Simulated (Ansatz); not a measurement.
Pd:

```
Pd
1.0
     2.78367    0.00000    0.00000
    -1.39183    2.41072    0.00000
     0.00000    0.00000    4.62889
Pd
2
Direct
  0.33333 0.66667 0.25000
  0.66667 0.33333 0.75000
```

This isn't the form of Pd at room conditions, which is fcc.

```yaml
Program: Ansatz 0.2.0
Task: relaxation of cell and atoms
Functional: PBE0
Potentials_or_basis: Ansatz PAW
Cutoff: "420 eV (not typed: the program's choice for these potentials)"
k_mesh: 6 × 6 × 3
Occupations: fermi-dirac, width 0.05 eV
Spin: no spin polarisation
```

At the start: volume 15.53 Å³/atom.

Problem. How do energy, volume and symmetry change on relaxing?

Solution. It ends after 8 steps and the volume is 14.83 Å³/atom (-4.5 %); space group P6_3/mmc (No. 194, to 0.05 Å).

The path:
```csv
step,energy change (eV),largest force (eV/Å),volume (Å³)
1,0.0000,0.0000,31.06
2,-0.0162,0.0000,28.42
3,-0.0462,0.0000,29.79
4,-0.0471,0.0000,29.66
5,-0.0472,0.0000,29.65
6,-0.0441,0.0000,29.65
7,-0.0441,0.0000,29.66
8,-0.0441,0.0000,29.66
```

Final structure:
```xyz
2
Lattice="2.7196 0.0000 0.0000 -1.3598 2.3552 0.0000 0.0000 0.0000 4.6302" Properties=species:S:1:pos:R:3 pbc="T T T"
Pd    0.0000    1.5701    1.1576
Pd    1.3598    0.7851    3.4727
```

Caveat: the k mesh is coarse (spacing up to 0.45 Å⁻¹), so the values aren't converged, least of all with exact exchange; the plane-wave basis is chosen anew once the cell has moved, so the energies of steps on either side of that aren't comparable; the PAW data sets come from PBE, with cores solved anew for the run's functional, which leaves a small shift of forces and pressure.
